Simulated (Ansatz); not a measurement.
Runs of Ansatz 0.2.0 on MoP. Symmetry: P-6m2, No. 187, hexagonal system. The conventional cell has a = 3.223 Å, b = 3.223 Å, c = 3.191 Å, α = 90.00°, β = 90.00°, γ = 120.00°. Around Mo (site symmetry -6m2) lie 6 P at 2.45 Å. P (site symmetry -6m2) has 6 Mo at 2.45 Å as nearest neighbours. 

```csv
task,level,cell,k mesh,cutoff (eV),smearing,basis error allowed,gap on the mesh (eV),pressure (GPa),relaxed volume (Å³/atom)
elastic constants,PBE,as given,7 × 7 × 6,273,fermi-dirac 0.05 eV,0.001 eV/atom,none,2.6,-
single point,PBE,as given,10 × 10 × 8,254,gaussian 0.012 eV,0.001 eV/atom,none,2.6,-
single point,PBE,as given,10 × 10 × 8,254,gaussian 0.013 eV,0.001 eV/atom,none,2.6,-
relaxation of cell and atoms,RPBE+D4,relaxed,10 × 10 × 8,-,fermi-dirac 0.05 eV,0.001 eV/atom,-,0.0,13.91
relaxation of cell and atoms,PBE,relaxed,10 × 10 × 8,-,fermi-dirac 0.05 eV,0.001 eV/atom,-,0.0,(a)
single point,PBE,as given,7 × 7 × 6,212,fermi-dirac 0.03 eV,0.004 eV/atom,none,2.6,-
```

Alike in all rows: potentials or basis all-electron LAPW, scalar-relativistic; no spin polarisation.

Estimate the missing entries.

(a) 14.53.

Caveats: the k mesh is thin for a metal, which can move the energy by tens of meV per atom (some runs); a metal's response needs a denser mesh (some runs); elastic constants of metals need much finer meshes, so these are rough (some runs).

A k mesh can miss the band edges, and the runs leave out spin-orbit coupling on Mo.

A gap of «none» marks a metal or a gap under the smearing width.

The runs don't all hold the same shells in valence.
